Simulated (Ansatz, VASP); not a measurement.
# Two plane-wave programs on Re

```
Re
1.0
     0.00000    1.96174    1.96174
     1.96174    0.00000    1.96174
     1.96174    1.96174    0.00000
Re
1
Direct
  0.00000 0.00000 0.00000
```

Change from the starting cell: volume scaled by 0.98.

Alike in both runs: task single point; functional PBE; k mesh 12 × 12 × 12; occupations fermi-dirac, width 0.05 eV; no spin polarisation.

```csv
,VASP,Ansatz
version,VASP 6.6.1,Ansatz 0.2.0
potentials or method,"VASP PAW PBE potentials, release 64 (Re)",Ansatz PAW
plane-wave cutoff (eV),520,420
valence electrons in the cell,7,15
```

Ansatz gave:

- gap on the k mesh at the Fermi level (eV): none
- pressure (GPa): -2.2

Problem. Estimate VASP's values.

Solution. gap on the k mesh at the Fermi level (eV): none; pressure (GPa): -2.8.

A gap of «none» marks a metal or a gap that the smearing closes. With one functional, cell and mesh, what is left measures potentials, basis and numerics. The two sets of potentials don't hold the same shells in valence.

Spin-orbit coupling is left out, which matters for the levels of Re.
